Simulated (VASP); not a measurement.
**Input and output of a VASP r²SCAN single-point calculation on CaF$_{2}$ (strained fluorite)**

INCAR

```
LASPH = .TRUE.
PREC = Accurate
ENCUT = 520
LCHARG = .FALSE.
LREAL = .FALSE.
SIGMA = 0.01
ALGO = Normal
EDIFF = 1E-7
ISIF = 2
METAGGA = R2SCAN
IBRION = -1
LWAVE = .FALSE.
NSW = 0
NBANDS = 19
ISMEAR = 0
NELM = 120
```

KPOINTS

```
KPOINTS created by Atomic Simulation Environment
0
Gamma
8 8 8
0 0 0
```

KPOINTS_OPT

```
special points
7
Reciprocal
0.0000000000 0.0000000000 0.0000000000 1
0.5000000000 0.0000000000 0.5000000000 1
0.6250000000 0.2500000000 0.6250000000 1
0.3750000000 0.3750000000 0.7500000000 1
0.5000000000 0.5000000000 0.5000000000 1
0.5000000000 0.2500000000 0.7500000000 1
0.0000000000 0.5000000000 0.5000000000 1
```

POSCAR

```
Ca F
 1.0000000000000000
     0.0000000000000000    2.7467889036000002    2.7467889036000002
     2.7467889036000002    0.0000000000000000    2.7467889036000002
     2.7467889036000002    2.7467889036000002    0.0000000000000000
 Ca  F
   1   2
Cartesian
  0.0000000000000000  0.0000000000000000  0.0000000000000000
  1.3733944517999999  1.3733944517999999  1.3733944517999999
  4.1201833554000000  4.1201833554000000  4.1201833554000000
```

VASP ran with the recommended PBE PAW datasets (24 valence electrons in the cell).

Command

```
mpirun -np 1 vasp_std
```

OSZICAR

```
N       E                     dE             d eps       ncg     rms          rms(c)
DAV:   1     0.203129897064E+03    0.20313E+03   -0.13835E+04  1102   0.131E+03
DAV:   2    -0.224433435845E+02   -0.22557E+03   -0.21956E+03  1331   0.353E+02
DAV:   3    -0.333848982672E+02   -0.10942E+02   -0.10882E+02  1285   0.824E+01
DAV:   4    -0.337534251112E+02   -0.36853E+00   -0.36737E+00  1736   0.122E+01
DAV:   5    -0.337559515087E+02   -0.25264E-02   -0.25263E-02  1250   0.109E+00    0.704E+00
DAV:   6    -0.259110141911E+02    0.78449E+01   -0.26786E+00  1311   0.148E+01    0.302E+00
DAV:   7    -0.259426040758E+02   -0.31590E-01   -0.98139E-01  1326   0.696E+00    0.204E+00
DAV:   8    -0.259900230090E+02   -0.47419E-01   -0.57142E-01  1156   0.605E+00    0.149E+00
DAV:   9    -0.259453810713E+02    0.44642E-01   -0.22442E-01  1201   0.352E+00    0.102E-01
DAV:  10    -0.259456114367E+02   -0.23037E-03   -0.58821E-03  1249   0.765E-01    0.135E-01
DAV:  11    -0.259455357331E+02    0.75704E-04   -0.23737E-03  1177   0.370E-01    0.436E-02
DAV:  12    -0.259455006230E+02    0.35110E-04   -0.19212E-04  1268   0.112E-01    0.880E-03
DAV:  13    -0.259454988266E+02    0.17964E-05   -0.57574E-06  1242   0.221E-02    0.494E-03
DAV:  14    -0.259454982802E+02    0.54643E-06   -0.93906E-07  1327   0.731E-03    0.138E-03
DAV:  15    -0.259454981615E+02    0.11870E-06   -0.44895E-07  1183   0.482E-03    0.849E-04
DAV:  16    -0.259454981429E+02    0.18534E-07   -0.73496E-09   638   0.748E-04
   1 F= -.25945498E+02 E0= -.25945498E+02  d E =-.653673E-51
       N       E                     dE             ncg
DAV:   1     0.523936039369E+03   -0.59060E+04      266
DAV:   2    -0.108095339038E+04   -0.16049E+04      330
DAV:   3    -0.115360629950E+04   -0.72653E+02      298
DAV:   4    -0.115663851355E+04   -0.30322E+01      402
DAV:   5    -0.115666621324E+04   -0.27700E-01      304
DAV:   6    -0.115666685439E+04   -0.64114E-03      396
DAV:   7    -0.115666685988E+04   -0.54938E-05      309
DAV:   8    -0.115666686004E+04   -0.15752E-06      301
DAV:   9    -0.115666686004E+04   -0.24388E-08      181
```

From OUTCAR

```
k-points           NKPTS =     29   k-points in BZ     NKDIM =     29   number of bands    NBANDS=     19

   NELECT =      24.0000    total number of electrons

   dimension x,y,z NGX =    30 NGY =   30 NGZ =   30
   dimension x,y,z NGXF=    60 NGYF=   60 NGZF=   60

  energy-cutoff  :      520.00
  volume of cell :       41.45
      direct lattice vectors                 reciprocal lattice vectors
     0.000000000  2.746788904  2.746788904    -0.182030734  0.182030734  0.182030734
     2.746788904  0.000000000  2.746788904     0.182030734 -0.182030734  0.182030734
     2.746788904  2.746788904  0.000000000     0.182030734  0.182030734 -0.182030734

 k-points in reciprocal lattice and weights: KPOINTS created by Atomic Simulation Env
   0.00000000  0.00000000  0.00000000       0.002
   0.12500000  0.00000000  0.00000000       0.016
   0.25000000  0.00000000  0.00000000       0.016
   0.37500000  0.00000000  0.00000000       0.016
   0.50000000  0.00000000  0.00000000       0.008
   0.12500000  0.12500000  0.00000000       0.012
   0.25000000  0.12500000  0.00000000       0.047
   0.37500000  0.12500000  0.00000000       0.047
   ...

 E-fermi :  -1.5259

 k-point     1 :       0.0000    0.0000    0.0000
  band No.  band energies     occupation
      1     -38.9672      2.00000
      2     -22.6531      2.00000
      3     -21.9280      2.00000
      4     -19.0298      2.00000
      5     -19.0298      2.00000
      6     -19.0297      2.00000
      7      -3.6742      2.00000
      8      -3.6742      2.00000
      9      -3.6742      2.00000
     10      -1.8847      2.00000
     11      -1.8847      2.00000
     12      -1.8847      2.00000
     13       6.2138      0.00000
     14       8.3034      0.00000
     15       8.3034      0.00000
     16      10.3878      0.00000
     17      10.3878      0.00000
     18      10.3878      0.00000
     19      16.0463      0.00000

 k-point     2 :       0.1250    0.0000    0.0000
  band No.  band energies     occupation
      1     -38.9628      2.00000
      2     -22.6784      2.00000
      3     -21.9643      2.00000
      4     -19.0355      2.00000
      5     -19.0354      2.00000
      6     -18.9771      2.00000
      7      -3.6064      2.00000
      8      -3.6064      2.00000
      9      -3.5538      2.00000
     10      -2.0554      2.00000
     11      -1.9532      2.00000
     12      -1.9532      2.00000
     13       6.6057      0.00000
     14       8.3300      0.00000
     15       8.3300      0.00000
     16      10.2399      0.00000
     17      10.3489      0.00000
     18      10.3490      0.00000
     19      15.3086      0.00000

 k-point     3 :       0.2500    0.0000    0.0000
  band No.  band energies     occupation
      1     -38.9520      2.00000
      2     -22.7175      2.00000
      3     -22.0780      2.00000
      4     -19.0491      2.00000
      5     -19.0491      2.00000
      6     -18.8426      2.00000
      7      -3.4274      2.00000
      8      -3.4274      2.00000
      9      -3.2685      2.00000
     10      -2.4172      2.00000
     11      -2.1292      2.00000
     12      -2.1292      2.00000
     13       7.5031      0.00000
     14       8.3949      0.00000
     15       8.3949      0.00000
     16       9.9924      0.00000
     17      10.2556      0.00000
     18      10.2556      0.00000
     19      14.0336      0.00000

 k-point     4 :       0.3750    0.0000    0.0000
  band No.  band energies     occupation
      1     -38.9411      2.00000
      2     -22.7151      2.00000
      3     -22.2370      2.00000
      4     -19.0627      2.00000
      5     -19.0626      2.00000
      6     -18.7008      2.00000
      7      -3.2081      2.00000
      8      -3.2081      2.00000
      9      -2.9938      2.00000
     10      -2.7257      2.00000
     11      -2.3392      2.00000
     12      -2.3392      2.00000
     13       8.3827      0.00000
     14       8.4598      0.00000
     15       8.4598      0.00000
     16       9.8070      0.00000
     17      10.1624      0.00000
     18      10.1625      0.00000
     19      13.1547      0.00000

 k-point     5 :       0.5000    0.0000    0.0000
  band No.  band energies     occupation
      1     -38.9366      2.00000
      2     -22.6922      2.00000
      3     -22.3247      2.00000
      4     -19.0683      2.00000
      5     -19.0682      2.00000
      6     -18.6404      2.00000
      7      -3.0882      2.00000
      8      -3.0882      2.00000
      9      -2.8763      2.00000
     10      -2.8490      2.00000
     11      -2.4534      2.00000
     12      -2.4534      2.00000
     13       8.4865      0.00000
     14       8.4865      0.00000
     15       8.9168      0.00000
     16       9.5040      0.00000
     17      10.1241      0.00000
     18      10.1241      0.00000
     19      12.9662      0.00000

 k-point     6 :       0.1250    0.1250    0.0000
  band No.  band energies     occupation
      1     -38.9613      2.00000
      2     -22.6902      2.00000
      3     -21.9711      2.00000
      4     -19.0439      2.00000
      5     -19.0438      2.00000
      6     -18.9481      2.00000
      7      -3.6318      2.00000
      8      -3.6318      2.00000
      9      -3.4113      2.00000
     10      -2.3070      2.00000
     11      -1.8749      2.00000
     12      -1.8749      2.00000
     13       6.7337      0.00000
     14       8.2500      0.00000
     15       8.4209      0.00000
     16      10.1936      0.00000
     17      10.3249      0.00000
     18      10.3249      0.00000
     19      15.6773      0.00000

 k-point     7 :       0.2500    0.1250    0.0000
  band No.  band energies     occupation
      1     -38.9526      2.00000
      2     -22.7291      2.00000
      3     -22.0522      2.00000
      4     -19.0595      2.00000
      5     -19.0428      2.00000
      6     -18.8502      2.00000
      7      -3.5313      2.00000
      8      -3.5228      2.00000
      9      -3.0916      2.00000
     10      -2.7113      2.00000
     11      -1.9680      2.00000
     12      -1.9384      2.00000
     13       7.4058      0.00000
     14       8.2862      0.00000
     15       8.5331      0.00000
     16       9.9169      0.00000
     17      10.2459      0.00000
     18      10.2831      0.00000
     19      14.7228      0.00000

 k-point     8 :       0.3750    0.1250    0.0000
  band No.  band energies     occupation
      1     -38.9418      2.00000
      2     -22.7315      2.00000
      3     -22.2081      2.00000
      4     -19.0730      2.00000
      5     -19.0244      2.00000
      6     -18.7385      2.00000
      7      -3.3706      2.00000
      8      -3.3468      2.00000
      9      -3.0439      2.00000
     10      -2.7217      2.00000
     11      -2.1593      2.00000
     12      -2.1180      2.00000
     13       7.8644      0.00000
     14       8.5988      0.00000
     15       8.6851      0.00000
     16       9.6911      0.00000
     17      10.1573      0.00000
     18      10.3623      0.00000
     19      13.6683      0.00000

 k-point     9 :       0.5000    0.1250    0.0000
  band No.  band energies     occupation
      1     -38.9352      2.00000
      2     -22.6825      2.00000
      3     -22.3583      2.00000
      4     -19.0767      2.00000
      5     -19.0108      2.00000
      6     -18.6709      2.00000
      7      -3.3567      2.00000
      8      -3.1336      2.00000
      9      -3.1318      2.00000
     10      -2.5012      2.00000
     11      -2.3637      2.00000
     12      -2.2554      2.00000
     13       8.0286      0.00000
     14       8.5805      0.00000
     15       8.9492      0.00000
     16       9.6205      0.00000
     17      10.1087      0.00000
     18      10.5673      0.00000
     19      13.1545      0.00000

 k-point    10 :      -0.3750    0.1250    0.0000
  band No.  band energies     occupation
      1     -38.9367      2.00000
      2     -22.6874      2.00000
      3     -22.3337      2.00000
      4     -19.0684      2.00000
      5     -19.0089      2.00000
      6     -18.6960      2.00000
      7      -3.4472      2.00000
      8      -3.0264      2.00000
      9      -3.0075      2.00000
     10      -2.6422      2.00000
     11      -2.5419      2.00000
     12      -2.0887      2.00000
     13       8.0393      0.00000
     14       8.4916      0.00000
     15       8.9133      0.00000
     16       9.6442      0.00000
     17      10.1296      0.00000
     18      10.5415      0.00000
     19      13.2569      0.00000

 ...

  Total       -0.5154479     -0.5154479     -0.5154479     -0.0000000      0.0000000      0.0000000
  in kB      -19.9245947    -19.9245947    -19.9245947     -0.0000000      0.0000000      0.0000000
  external PRESSURE =     -19.9245947 kB  Pullay stress =       0.0000000 kB

 POSITION                                       TOTAL-FORCE (eV/Angst)
 -----------------------------------------------------------------------------------
      0.00000      0.00000      0.00000        -0.000000      0.000000      0.000000
      1.37339      1.37339      1.37339         0.000000      0.000000      0.000000
      4.12018      4.12018      4.12018        -0.000000     -0.000000     -0.000000
 -----------------------------------------------------------------------------------
    total drift:                                0.000000     -0.000000      0.000000

  FREE ENERGIE OF THE ION-ELECTRON SYSTEM (eV)
  ---------------------------------------------------
  free  energy   TOTEN  =       -25.9454981429 eV

  energy  without entropy=      -25.9454981429  energy(sigma->0) =      -25.94549814
```

```
gap between bands v and c : 7.84 eV
least direct gap          : 8.10 eV
pressure                  : -2.0 GPa
```

Band v is the last that the valence electrons fill when counted band by band, and c is the next.

The run took about 1.8 min on one core of a shared host (Intel Xeon Platinum 8488C) and held 0.18 GiB at most.
